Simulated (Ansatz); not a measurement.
Run this with the Ansatz DFT code, driven from Python and show what comes out.

`convert.py`
```python
"""Chain to YAML and back, for NbC."""

from pathlib import Path

import ansatz as az


def main() -> None:
    xtal = (
        az.Lattice.from_parameters(3.160131, 3.160131, 3.160131, alpha=60.0, beta=60.0, gamma=60.0)
        .atom("Nb", (0.0, 0.0, 0.0))
        .atom("C", (0.5, 0.5, 0.5))
    )

    calculation = (
        xtal.calculation()
        .functional("PBE")
        .basis(420)  # a bare number is in eV
        .kpoints(9, 9, 9)  # the mesh must be finer for metals
        .occupations("fermi_dirac")  # fractional filling near the Fermi level
    )
    Path("written.yaml").write_text(calculation.to_yaml())
    back = az.Calculation.from_yaml("written.yaml")
    print(back.to_python())
    print("same input:", back.to_yaml() == calculation.to_yaml())


if __name__ == "__main__":
    main()
```

```console
$ python convert.py
(
    az.Lattice.from_parameters(3.160131, 3.160131, 3.160131, alpha=60.0, beta=60.0, gamma=60.0)
    .atom("Nb", (0.0, 0.0, 0.0))
    .atom("C", (0.5, 0.5, 0.5))
    .calculation()
    .basis(cutoff=420.0)
    .kpoints(9, 9, 9)
    .functional("pbe")
    .occupations(method="fermi_dirac")
)

same input: True
```

File `written.yaml` afterwards:
```yaml
crystal:
  lattice:
    a: 3.160131
    b: 3.160131
    c: 3.160131
    alpha: 60.0
    beta: 60.0
    gamma: 60.0
  atoms:
    - { symbol: Nb, position: [0.0, 0.0, 0.0] }
    - { symbol: C, position: [0.5, 0.5, 0.5] }
basis:
  ecutwfc: 420.0
kpoints:
  mp_grid:
    grid: [9, 9, 9]
hamiltonian:
  xc: pbe
scf:
  occupations:
    method: fermi_dirac
```

The input is only written out: it wasn't run, and its settings aren't tested.
